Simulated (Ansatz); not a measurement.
A relaxation computed with Ansatz, from input to last step.

```yaml
crystal:
  lattice:
    - [0.0, 2.1085, 2.1085]
    - [2.1085, 0.0, 2.1085]
    - [2.1085, 2.1085, 0.0]
  atoms:
    - { symbol: Mg, position: [0.0, 0.0, 0.0] }
    - { symbol: O, position: [0.5, 0.5, 0.5] }
basis:
  ecutwfc: 420
kpoints:
  mp_grid: { grid: [10, 10, 10] }
hamiltonian:
  xc: pbesol
scf:
  occupations: { method: gaussian, width: 0.02 }
output:
  forces: true
  stress: true
  eigenvalues: true
relax:
  adjacent_minimum: "off"
  f_tol: 0.005
  max_steps: 80
  cell: { stress_tol: 0.05 }
```

```bash
ansatz run input.yaml --threads 1 --pin off --max-ram 2560MiB --backend cpu --events-out ev --progress --plain --runs-dir out
```

Computed with DFT PBEsol, scalar-relativistic, plane waves, PAW (Ansatz).

Of 4 frames 3 are shown, positions in Å and forces in eV/Å; the SCF threshold varies from step to step. Steps run on the plane waves of an earlier cell, with a Pulay correction in the pressure. The basis is chosen afresh for the last frame, the zero of the energies, and at times for earlier ones too; energy and pressure step there, also at an unchanged geometry.

```xyz
2
Lattice="0.0000 2.1085 2.1085 2.1085 0.0000 2.1085 2.1085 2.1085 0.0000" Properties=species:S:1:pos:R:3:forces:R:3 pbc="T T T" step=1 free_energy_over_end_meV_per_atom=0.01 pressure_GPa=-0.32
Mg    0.0000    0.0000    0.0000    0.0000    0.0000    0.0000
O     2.1085    2.1085    2.1085    0.0000    0.0000    0.0000
2
Lattice="0.0000 2.1079 2.1079 2.1079 0.0000 2.1079 2.1079 2.1079 0.0000" Properties=species:S:1:pos:R:3:forces:R:3 pbc="T T T" step=2 free_energy_over_end_meV_per_atom=-0.03 pressure_GPa=-0.18
Mg    0.0000    0.0000    0.0000    0.0000    0.0000    0.0000
O     2.1079    2.1079    2.1079    0.0000    0.0000    0.0000
2
Lattice="0.0000 2.1071 2.1071 2.1071 0.0000 2.1071 2.1071 2.1071 0.0000" Properties=species:S:1:pos:R:3:forces:R:3 pbc="T T T" step=4 free_energy_over_end_meV_per_atom=0.00 pressure_GPa=-0.02
Mg    0.0000    0.0000    0.0000    0.0000    0.0000    0.0000
O     2.1071    2.1071    2.1071    0.0000    0.0000    0.0000
```

Time: 2 s on 1 thread of Intel(R) Xeon(R) 6975P-C (Granite Rapids), with other jobs on the host, peak memory 0.32 GiB.